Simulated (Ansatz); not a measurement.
# Cs: the cost of one run

Method: DFT r2SCAN, scalar-relativistic, plane waves, PAW, in Ansatz 0.2.0.

1 further run of the same task is left out (set aside as unsound or not needed). Runs told in other sessions of the task aren't counted.

## Step 1: Starting point

It takes space group Fm-3m (No. 225, cubic). Conventional cell: a = 4.376 Å, b = 4.376 Å, c = 4.376 Å, α = 90.00°, β = 90.00°, γ = 90.00°. Li (site symmetry m-3m) has 12 Li at 3.09 Å in its first shell of neighbours.

Structure file:

```
CELL_PARAMETERS angstrom
0.00000 2.18820 2.18820
2.18820 0.00000 2.18820
2.18820 2.18820 0.00000
ATOMIC_POSITIONS crystal
Li 0.00000 0.00000 0.00000
```

It is the result of an earlier relaxation at this level (volume 20.96 Å³/atom; gap on the mesh: none (metal)).

## Step 2: Li → Cs: the starting cell

The start of Cs: fractional positions of relaxed Li, cell scaled by 1.571, a guess from tabulated radii.

## Step 3: Quick check of gap, pressure and forces (Cs)

Contents of input.yaml:

```yaml
crystal:
  lattice:
    - [0.0, 3.4366582551, 3.4366582551]
    - [3.4366582551, 0.0, 3.4366582551]
    - [3.4366582551, 3.4366582551, 0.0]
  atoms:
    - { symbol: Cs, position: [0.0, 0.0, 0.0] }
basis:
  ecutwfc: 500
kpoints:
  mp_grid: { grid: [4, 4, 4] }
hamiltonian:
  xc: r2scan
scf:
  occupations: { method: gaussian, width: 0.1 }
output:
  forces: true
  stress: true
  eigenvalues: true
```

Run with:

```
$ ansatz run input.yaml --threads 1 --pin off --max-ram 2560MiB --backend cpu --events-out ev --progress --plain --runs-dir out
```

Q: Estimate wall time and peak memory on 1 thread of Arm Neoverse V2, shared host.

About 2 s, with a peak of 0.47 GiB.
